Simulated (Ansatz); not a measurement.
A relaxation computed with Ansatz, from input to last step.

```yaml
crystal:
  lattice:
    - [2.8145413063, 0.0, 0.0]
    - [-1.4072706532, 2.4374642713, 0.0]
    - [0.0, 0.0, 4.4610380394]
  atoms:
    - { symbol: Ti, position: [0.3333333333, 0.6666666667, 0.25] }
    - { symbol: Ti, position: [0.6666666667, 0.3333333333, 0.75] }
basis:
  ecutwfc: 420
kpoints:
  mp_grid: { grid: [18, 18, 10] }
hamiltonian:
  xc: pbe
scf:
  occupations: { method: gaussian, width: 0.1 }
output:
  forces: true
  stress: true
  eigenvalues: true
relax:
  adjacent_minimum: "off"
  f_tol: 0.01
  max_steps: 30
  cell: { stress_tol: 0.1, fix: [volume] }
```

```bash
ansatz run input.yaml --threads 1 --pin off --max-ram 2560MiB --backend cpu --events-out ev --progress --plain --runs-dir out
```

These are results of Ansatz, DFT PBE, scalar-relativistic, plane waves, PAW, not measurements.

The volume is held at 0.88 times that of the relaxed cell.

Of 3 frames 3 are shown, positions in Å and forces in eV/Å; the SCF threshold varies from step to step. Steps run on the plane waves of an earlier cell, with a Pulay correction in the pressure. The basis is chosen afresh for the last frame, the zero of the energies, and at times for earlier ones too; energy and pressure step there, also at an unchanged geometry.

```xyz
2
Lattice="2.8145 0.0000 0.0000 -1.4073 2.4375 0.0000 0.0000 0.0000 4.4610" Properties=species:S:1:pos:R:3:forces:R:3 pbc="T T T" step=1 free_energy_over_end_meV_per_atom=0.02 pressure_GPa=17.97
Ti    0.0000    1.6250    1.1153    0.0000    0.0000    0.0000
Ti    1.4073    0.8125    3.3458    0.0000    0.0000    0.0000
2
Lattice="2.8131 0.0000 0.0000 -1.4065 2.4362 0.0000 0.0000 0.0000 4.4657" Properties=species:S:1:pos:R:3:forces:R:3 pbc="T T T" step=2 free_energy_over_end_meV_per_atom=0.00 pressure_GPa=17.96
Ti    0.0000    1.6241    1.1164    0.0000    0.0000    0.0000
Ti    1.4065    0.8121    3.3493    0.0000    0.0000    0.0000
2
Lattice="2.8131 0.0000 0.0000 -1.4065 2.4362 0.0000 0.0000 0.0000 4.4657" Properties=species:S:1:pos:R:3:forces:R:3 pbc="T T T" step=3 free_energy_over_end_meV_per_atom=0.00 pressure_GPa=17.96
Ti    0.0000    1.6241    1.1164    0.0000    0.0000    0.0000
Ti    1.4065    0.8121    3.3493    0.0000    0.0000    0.0000
```

Time: 15 s on 1 thread of Arm Neoverse V2 (shared host), peak memory 0.38 GiB.